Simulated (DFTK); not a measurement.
**BeS under changes of volume**

One of the cells (14.261 Å³/atom); the others are scaled copies at fixed shape and fractional positions:

```
S Be
1.0
     0.00000    2.42500    2.42500
     2.42500    0.00000    2.42500
     2.42500    2.42500    0.00000
S Be
1 1
Direct
  0.75000 0.75000 0.75000
  0.00000 0.00000 0.00000
```

```yaml
Program: DFTK 0.8.2
Functional: PBE
Potentials_or_basis: dojo.nc.sr.pbe.v0_4_1.standard.upf (PBE)
Cutoff: 1197 eV
k_mesh: 9 × 9 × 9
Occupations: fermi-dirac, width 0.05 eV
Spin: no spin polarisation
```

```tsv
volume (Å³/atom)	energy over the lowest point (meV/atom)	pressure (GPa)	gap on the mesh (eV)
13.405	28.04	8.6	3.07
13.690	14.98	6.1	3.12
13.975	6.20	3.8	3.16
14.261	1.33	1.7	3.21
14.546	0.00	-0.2	3.25
14.831	1.90	-1.9	3.29
15.116	?	?	?
```

**Question.** What does the run at 15.116 Å³/atom give?

**Answer.** Energy over the lowest point 6.75 meV/atom; pressure -3.5 GPa; gap on the mesh 3.32 eV.

Worked out: A Birch-Murnaghan fit of order 3 (a polynomial in V^(-2/3)) to the other rows has its minimum at 14.52 Å³/atom with B0 = V·E''(V) = 93 GPa and B' = 3.9. It gives 6.72 meV/atom at 15.116 Å³/atom, against the run's 6.75, and -dE/dV = -3.5 GPa, against -3.5. A straight line through the other rows of the gap, of slope 2.18 eV per unit of ln V, extrapolates to 3.33 eV, against the run's 3.32.

Energies are extrapolated to zero smearing.

Caveats: an odd mesh through Γ misses points on the zone boundary, where band edges often lie.
